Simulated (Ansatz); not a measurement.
# TaN/MoS2/Zr: current against voltage, part 4 of 4

Wanted: I(V) for TaN/MoS2/Zr. The lower electrode is TaN rock salt(111), the upper one Zr hcp(0001); the barrier is MoS2 2H layers (two layers in the relaxed core). In the first transport cell, after relaxation, the nearest pair of electrode and barrier is N–S at 3.31 Å, at a slant, too long for a bond, at the lower face and Zr–S at 2.61 Å, along the normal, at the upper one. A gap without bonds adds to the barrier. All share a net of side 3.17 Å, which strains the lower electrode by +1.4 %, the upper one by -1.9 % and the barrier by +0.0 %, against typed lattice constants near PBE's. The first steps treat the bulk electrodes alone.

Ansatz 0.2.0; PBE+D3(BJ) DFT, plane waves, PAW files (the session's first sound run).

So far. Step 4 (Relaxing the interfaces): The largest force component on a free atom ends at 0.024 eV/Å. At one or more of this run's solves the program warned of density in the dipole ramp over its bound, where dipole, forces and levels can be off. Step 5 (Current against voltage): All 7 points reached self-consistency. On every other mesh point the currents change by up to 41 %. The leads' potential repeats within 61 meV, on the large side, so longer leads could move the currents.

## Step 6: The open system: T(E)

This step: PBE DFT, plane waves, PAW files; ballistic transmission by layer matching between semi-infinite leads (Ansatz 0.2.0).

System of this step: TaN/MoS2/Zr. The cell holds 32 atoms: 8 N, 7 Ta, 4 S, 2 Mo and 11 Zr. Cell: a = 3.170 Å, b = 3.170 Å, c = 71.073 Å, α = 90.0°, β = 90.0°, γ = 120.0°. Regions: left electrode, 15 atoms (8 N and 7 Ta); barrier, 6 atoms (4 S and 2 Mo); right electrode, 11 atoms (11 Zr). Vacuum lies along c.

The relaxed core is set between ideal electrode layers (this cell holds 6 atomic planes between the electrodes; where that differs from the relaxed slab, whole periods were copied in or cut out without a new relaxation), which the solver continues as semi-infinite leads. A wide energy window on a coarse mesh (12×12) shows where the Fermi level lies against the barrier's bands; the projected density of states shows how far the metals' states reach in.

File input.yaml:

```yaml
crystal:
  lattice:
    - [3.17, 0.0, 0.0]
    - [-1.585, 2.74530053, 0.0]
    - [0.0, 0.0, 71.072810044]
  atoms:
    - { symbol: "N", position: [0.66666667, 0.33333333, 0.0984905479] }
    - { symbol: Ta, position: [0.0, 0.0, 0.1158057312] }
    - { symbol: "N", position: [0.33333333, 0.66666667, 0.1331209146] }
    - { symbol: Ta, position: [0.66666667, 0.33333333, 0.150436098] }
    - { symbol: "N", position: [0.0, 0.0, 0.1677512814] }
    - { symbol: Ta, position: [0.33333333, 0.66666667, 0.1850664648] }
    - { symbol: "N", position: [0.66666667, 0.33333333, 0.2023816481] }
    - { symbol: Ta, position: [0.0, 0.0, 0.2196968315] }
    - { symbol: "N", position: [0.33333333, 0.66666667, 0.2370120149] }
    - { symbol: Ta, position: [0.66666667, 0.33333333, 0.2543271983] }
    - { symbol: "N", position: [0.0, 0.0, 0.2716423816] }
    - { symbol: Ta, position: [0.33333333, 0.66666667, 0.288957565] }
    - { symbol: "N", position: [0.66666667, 0.33333333, 0.3062727484] }
    - { symbol: Ta, position: [0.0, 0.0, 0.3235879318] }
    - { symbol: "N", position: [0.33333333, 0.66666667, 0.336245041] }
    - { symbol: S, position: [0.66666667, 0.33333333, 0.3751022953] }
    - { symbol: Mo, position: [0.33333333, 0.66666667, 0.3970503451] }
    - { symbol: S, position: [0.66666667, 0.33333333, 0.4189477462] }
    - { symbol: S, position: [0.33333333, 0.66666667, 0.4595395977] }
    - { symbol: Mo, position: [0.66666667, 0.33333333, 0.4814432728] }
    - { symbol: S, position: [0.33333333, 0.66666667, 0.5038325054] }
    - { symbol: Zr, position: [0.33333333, 0.66666667, 0.5405792045] }
    - { symbol: Zr, position: [0.66666667, 0.33333333, 0.5763377696] }
    - { symbol: Zr, position: [0.33333333, 0.66666667, 0.6124679565] }
    - { symbol: Zr, position: [0.66666667, 0.33333333, 0.6485981435] }
    - { symbol: Zr, position: [0.33333333, 0.66666667, 0.6847283304] }
    - { symbol: Zr, position: [0.66666667, 0.33333333, 0.7208585174] }
    - { symbol: Zr, position: [0.33333333, 0.66666667, 0.7569887043] }
    - { symbol: Zr, position: [0.66666667, 0.33333333, 0.7931188913] }
    - { symbol: Zr, position: [0.33333333, 0.66666667, 0.8292490782] }
    - { symbol: Zr, position: [0.66666667, 0.33333333, 0.8653792652] }
    - { symbol: Zr, position: [0.33333333, 0.66666667, 0.9015094521] }
kpoints:
  mp_grid: { grid: [12, 12, 1] }
scf:
  occupations: { method: fermi_dirac, width: 0.1 }
  max_iter: 150
hamiltonian:
  xc: pbe
output:
  transmission:
    kmesh: [12, 12]
    e_range: [-4, 2]
    de: 0.1
    leads: [[6, 8], [26, 28]]
  dos: { projected: true, e_range: [-6, 5], de: 0.05 }
  write_potential: true
  write_density: true
  volumetric_format: npy
```

On the command line:

```bash
$ ansatz run input.yaml --threads 8 --pin off --max-ram 20480MiB --backend cpu --events-out ev --progress --plain --runs-dir out
```

Numbers of over 12 decimals in the logs are rounded to 6 here.

What it wrote:

```text
[...]
Crystal: 32 atoms, lattice volume = 618.518 Å³
Basis set: ecut = 420 eV, 12057 PW (Γ)
Bands: 190, of which v1, the nominal top of the filled ones, is band 158 counted from 1 (157 counted from 0)
Symmetry: 6 space group operations
[...]
k-points: 19 of 144 (time reversal used)
[...]
SCF iter   1: F=—  HF=-132158.074376 eV  |F-HF|=—  |Δ(HF+E_count)|=         —  Δρ=2.23e-2  dr2=1.13e3  ethr=1.77e-3  ⟨swp⟩=8.0  Hψ=16642  notcnv=0
[...]
SCF iter  14: F=-132155.663673 eV  HF=-132155.663673 eV  |F-HF|=4.90e-8  |Δ(HF+E_count)|=   1.14e-8  Δρ=1.81e-6  dr2=7.29e-8  ethr=3.17e-11  ⟨swp⟩=3.0  Hψ=7189  notcnv=0
SCF 1 converged in 14 iterations: F = -132155.663673 eV  dr2 = 7.29e-8
[...]
transmission: 138 of 1311 steps passed
transmission: 269 of 1311 steps passed
[...]
transmission: 1311 of 1311 steps passed
[...]
SCF converged after 14 iterations
Free energy (F): -132155.663673 eV
[...]
Internal energy: -132155.022866 eV  (E = F + TS)
E sigma→0 (E₀):  -132155.343269 eV
Entropy (-TS):   -0.640807 eV (-20.025 meV/atom)
Fermi energy:    12.037431 eV
[...]
--- Band table (eV; the first three rows and the last of 19) ---
  k-point 0: bands = [... 154 lower, 12.0900, 12.1323, 12.3052, 12.3701, 12.5884, 12.6391, 12.7834, 12.7957, ... 28 higher]
  k-point 1: bands = [... 154 lower, 12.0794, 12.2082, 12.2107, 12.3107, 12.3581, 12.4654, 12.4718, 12.4951, ... 28 higher]
  k-point 2: bands = [... 154 lower, 11.9023, 11.9531, 11.9565, 12.0010, 12.0330, 12.1122, 12.1442, 12.2077, ... 28 higher]
  k-point 18: bands = [... 154 lower, 11.7527, 11.8431, 11.9028, 11.9930, 12.0837, 12.0981, 12.0982, 12.1342, ... 28 higher]
--- Transmission ---
  basis      : 85 plane waves across, 69 finite elements along
  points     : 19, standing for a mesh of 12 x 12
  energies   : 61 from -4.000000 to 2.000000 eV about the Fermi level, 0.100000 eV apart; the leads are filled to 0.000000 eV, and channels, transmission and decay are at 0.000000 eV
  crystal 0  : Ta1N1, at the sites [6, 8], period 2.4613 Å, over 17.23 Å; its Hamiltonian steps by up to 83.2 meV: too much for a lead, lay more layers or, if its atoms are ordered, name the step of that order
    offset         : up to 0.0000 Å between an atom of the period and one for which it stands
    channels       : 1.875000e0 a spin
    conductance    : none, the energies end too early or step too widely for 300 K: set another output.transmission.e_range or a lower de, or, where they end at an eighth of basis.ecutwfc, a higher one
  crystal 1  : Zr2, at the sites [26, 28], period 5.1357 Å, over 25.68 Å; its Hamiltonian steps by up to 19.0 meV
[...]
channels       : 8.055556e-1 a spin
[...]
slowest decay  : 0.0214 /Å at (0.1667, 0.1667)
  junction   : crystal 0 to crystal 1, 15.51 to 48.08 Å
    transmission   : 1.137472e-4 a spin
[...]
```

Elapsed: 2.1 min, on 8 threads of Arm Neoverse V2, shared host; peak memory 5.7 GiB.

This step gave:

- free energy: -132155.6637 eV
- Fermi energy: 12.04 eV
- level to which the leads are filled: 0 eV from the Fermi level
- transmission at the Fermi level (a spin, zone mean): 1.14e-4
- channels of the lower lead: 1.875
- channels of the upper lead: 0.8056
- potential step in the lower lead: 83.2 meV
- potential step in the upper lead: 19 meV

One spin. The transmission, zone mean by energy, zero at the Fermi level:

```tsv
energy (eV)	transmission, zone mean
-4.00	0.00196
-3.70	0.00194
-3.40	0.0234
-3.10	0.00802
-2.90	0.0131
-2.60	0.00561
-2.40	0.0661
-2.30	0.00103
-2.00	0.0826
-1.70	0.00163
-1.40	1.4e-4
-1.20	0.0240
-1.10	8.7e-5
-0.90	0.00122
-0.60	3.4e-4
-0.30	1.9e-4
0.00	1.1e-4
0.30	0.00111
0.60	0.00298
0.90	0.00326
1.10	0.00643
1.40	0.0835
1.50	0.177
1.70	0.0709
1.90	0.227
2.00	0.0840
```

One spin. Table of open channels, zone mean by energy, zero at the Fermi level:

```tsv
energy (eV)	lower lead	upper lead
-4.00	0.333	0.257
-3.80	0.319	0.257
-3.60	0.403	0.299
-3.40	0.396	0.382
-3.20	0.646	0.424
-3.00	0.729	0.708
-2.80	0.729	0.75
-2.60	0.812	1.06
-2.30	1.03	0.708
-2.10	1.12	0.785
-1.90	1.24	0.910
-1.70	1.33	0.493
-1.50	1.38	0.910
-1.30	1.46	1.02
-1.10	1.42	1.16
-0.90	1.62	1.52
-0.70	1.79	1.35
-0.50	1.71	1.10
-0.30	1.92	0.479
-0.10	1.83	0.646
0.00	1.88	0.806
0.10	1.92	1
0.30	2.06	1.47
0.60	2.10	1.64
0.80	2.31	1.42
1.00	2.51	1.06
1.20	2.60	1.06
1.40	2.93	1.35
1.60	3.23	1.37
1.80	3.23	1.22
2.00	3.40	1.03
```

Transmission over k1 and k2. At 0.0000 eV from the Fermi level.

Ten even steps from '_' (0.00 × 1e-3) to '@' (1.09 × 1e-3):
```
__________________++++__
__________________++__++
..________________..++++
________@@__@@__________
________________________
________@@__..__@@______
________________________
____________@@__@@______
..++++..________________
__++__++________________
____++++________________
______..__________..____
```
Columns: k1 (b1) from -0.5 to 0.417; rows upwards: k2 (b2) from -0.5 to 0.417.

Open channels of the lower lead over k1 and k2. At 0.0000 eV from the Fermi level.

Ten even steps from '0' (1.00) to '9' (3.00):
```
005005000550
050555050595
505999950555
005999995000
055999999550
000999999900
005599999955
000059999950
555505999950
059505055505
005500050050
000500000500
```
Columns: k1 (b1) from -0.5 to 0.417; rows upwards: k2 (b2) from -0.5 to 0.417.

Open channels of the upper lead over k1 and k2. At 0.0000 eV from the Fermi level.

Ten even steps from '_' (0.00) to '@' (3.00):
```
________________********
**______________****__**
**________________******
**______**@@**______****
________@@****@@________
________**********______
__________@@****@@______
******______**@@**______
********________________
****__****______________
__********______________
____******______******__
```
Columns: k1 (b1) from -0.5 to 0.417; rows upwards: k2 (b2) from -0.5 to 0.417.

Projected DOS an atom over height of the atomic layer and energy from the Fermi level. Layers: N Ta N Ta N Ta N Ta N Ta N Ta N Ta N S Mo S S Mo S Zr Zr Zr Zr Zr Zr Zr Zr Zr Zr Zr; projections on atoms miss part of the total, and the computed bands can run out at the top of the range; a column is the mean of 2 neighbouring layers, the last of those left over.

Ten even steps from '0' (0.00 states/eV) to '9' (1.79 states/eV), each cell a mean:
```
2233322016689988
2233322007798889
1222221001589989
1222221001356668
2221221001443337
1111110000378876
1212120020388789
2211120250356666
5111110252245554
9111110237476667
7111100334477777
4101000462366665
3000002545356563
2000013935212221
2000013735311111
6100001475300000
0000000233201010
0000000355200000
0001111344200000
0111112322100000
1232221224400000
1332232363200000
```
Columns: height of the atomic layer (Å) from 7.62 to 62.8 (not evenly spaced); rows upwards: energy from the Fermi level (eV) from -6 to 1.2.

At the Fermi level the transmission is 1.1e-4, as a zone mean for one spin on this coarse mesh. At the Fermi level the layers of this cell's barrier hold from 0.0035 to 0.29 states an eV and atom. In the worse lead the potential repeats within 83 meV, which the program flags as too much for a lead, so G carries that doubt.

## Step 7: A repeat with changed settings

This step: PBE DFT, plane waves, PAW files; current against voltage, self-consistent between two reservoirs; changed: kpoints.mp_grid.grid = [12, 12, 4] (Ansatz 0.2.0).

System of this step: TaN/MoS2/Zr. The cell holds 34 atoms: 9 N, 8 Ta, 4 S, 2 Mo and 11 Zr. Its edges and angles: a = 3.170 Å, b = 3.170 Å, c = 73.534 Å, α = 90.0°, β = 90.0°, γ = 120.0°. Regions: left electrode, 17 atoms (9 N and 8 Ta); barrier, 6 atoms (4 S and 2 Mo); right electrode, 11 atoms (11 Zr). Vacuum lies along c.

The setting was drawn as a possible misstep, on purpose. Where the input is shown as a difference, that is against the step before, not the twin.

File input.yaml:

```yaml
crystal:
  lattice:
    - [3.17, 0.0, 0.0]
    - [-1.585, 2.74530053, 0.0]
    - [0.0, 0.0, 73.5340875221]
  atoms:
    - { symbol: "N", position: [0.0, 0.0, 0.0951939466] }
    - { symbol: Ta, position: [0.33333333, 0.66666667, 0.1119295692] }
    - { symbol: "N", position: [0.66666667, 0.33333333, 0.1286651918] }
    - { symbol: Ta, position: [0.0, 0.0, 0.1454008145] }
    - { symbol: "N", position: [0.33333333, 0.66666667, 0.1621364371] }
    - { symbol: Ta, position: [0.66666667, 0.33333333, 0.1788720597] }
    - { symbol: "N", position: [0.0, 0.0, 0.1956076824] }
    - { symbol: Ta, position: [0.33333333, 0.66666667, 0.212343305] }
    - { symbol: "N", position: [0.66666667, 0.33333333, 0.2290789276] }
    - { symbol: Ta, position: [0.0, 0.0, 0.2458145502] }
    - { symbol: "N", position: [0.33333333, 0.66666667, 0.2625501729] }
    - { symbol: Ta, position: [0.66666667, 0.33333333, 0.2792857955] }
    - { symbol: "N", position: [0.0, 0.0, 0.2960214181] }
    - { symbol: Ta, position: [0.33333333, 0.66666667, 0.3127570407] }
    - { symbol: "N", position: [0.66666667, 0.33333333, 0.3294926634] }
    - { symbol: Ta, position: [0.0, 0.0, 0.346228286] }
    - { symbol: "N", position: [0.33333333, 0.66666667, 0.358461746] }
    - { symbol: S, position: [0.66666667, 0.33333333, 0.3960183997] }
    - { symbol: Mo, position: [0.33333333, 0.66666667, 0.4172318209] }
    - { symbol: S, position: [0.66666667, 0.33333333, 0.4383962887] }
    - { symbol: S, position: [0.33333333, 0.66666667, 0.4776294804] }
    - { symbol: Mo, position: [0.66666667, 0.33333333, 0.4988000122] }
    - { symbol: S, position: [0.33333333, 0.66666667, 0.5204398493] }
    - { symbol: Zr, position: [0.33333333, 0.66666667, 0.5559565906] }
    - { symbol: Zr, position: [0.66666667, 0.33333333, 0.590518272] }
    - { symbol: Zr, position: [0.33333333, 0.66666667, 0.6254391366] }
    - { symbol: Zr, position: [0.66666667, 0.33333333, 0.6603600012] }
    - { symbol: Zr, position: [0.33333333, 0.66666667, 0.6952808658] }
    - { symbol: Zr, position: [0.66666667, 0.33333333, 0.7302017304] }
    - { symbol: Zr, position: [0.33333333, 0.66666667, 0.765122595] }
    - { symbol: Zr, position: [0.66666667, 0.33333333, 0.8000434596] }
    - { symbol: Zr, position: [0.33333333, 0.66666667, 0.8349643242] }
    - { symbol: Zr, position: [0.66666667, 0.33333333, 0.8698851888] }
    - { symbol: Zr, position: [0.33333333, 0.66666667, 0.9048060534] }
kpoints:
  mp_grid: { grid: [12, 12, 4] }
scf:
  occupations: { method: fermi_dirac, width: 0.1 }
  max_iter: 150
hamiltonian:
  xc: pbe
output:
  current_voltage:
    bias: [0.25, 0.8, 1.6, -0.25, -0.8, -1.6]
    kmesh: [24, 24]
    leads: [[7, 9], [28, 30]]
    electrode_ends: [16, 23]
  write_potential: true
  write_density: true
  volumetric_format: npy
```

What it wrote:

```text
Error: inconsistent input (output.current_voltage, kpoints.mp_grid): the cell ends in vacuum along the current: give the mesh one point along the third vector, the same at each shift
```

Run time: 0.05 s. Hardware: 8 threads; peak memory 0.099 GiB.

The input was rejected at the start.

The program's message: “Error: inconsistent input (output.current_voltage, kpoints.mp_grid): the cell ends in vacuum along the current: give the mesh one point along the third vector, the same at each shift”

The change that led to it: kpoints.mp_grid.grid = [12, 12, 4].

## Step 8: What came out

```
conductance at zero bias   : 1.1e11 S/m²
current density at -1.6 V  : -6.0e11 A/m²
current density at -0.8 V  : -2.0e11 A/m²
current density at -0.25 V : -2.4e10 A/m²
current density at +0.25 V : 1.0e11 A/m²
current density at +0.8 V  : 9.6e11 A/m²
current density at +1.6 V  : 5.5e12 A/m²
```

At 1.6 V the junction carries 5.5e12 A/m². Against the linear law (zero-bias conductance times bias) the currents are 3.4 (-1.6 V), 2.2 (-0.8 V), 0.87 (-0.25 V), 3.6 (+0.25 V), 11 (+0.8 V) and 30 (+1.6 V) times as large. At the Fermi level the layers of the barrier in the wide-window run (6 planes) hold from 0.0035 to 0.29 states an eV and atom. The forward current is 4.2 times the reverse one at ±0.25 V, 4.8 times the reverse one at ±0.8 V and 9.1 times the reverse one at ±1.6 V. On every other mesh point the current differs by up to 41 %, and the leads' misfit reaches 61 meV; ratios near 1 within such errors aren't resolved. At -1.6 V and +1.6 V states bound at the junction, filled by the side they lie on, hold more charge than the bias moved, so the potential there rests on that rule. Between 99 and 99 % of the bias drops across the junction. No spin-orbit coupling, phonons, disorder or image charges enter; the interfaces are ordered, one cell wide and lattice-matched by strain. Semilocal gaps are too small, which can bring a band edge of the barrier nearer to the Fermi level than it is.

[Logs are printed without paths, hosts, clocks, repeated set-up lines and the standing remarks that a program may print on its own settings, such as how far it seeks lower states.]

[Hosts, paths, dates, database ids (printed as entryN), source tags and the programs' standing remarks are cut or masked in the printed files.]
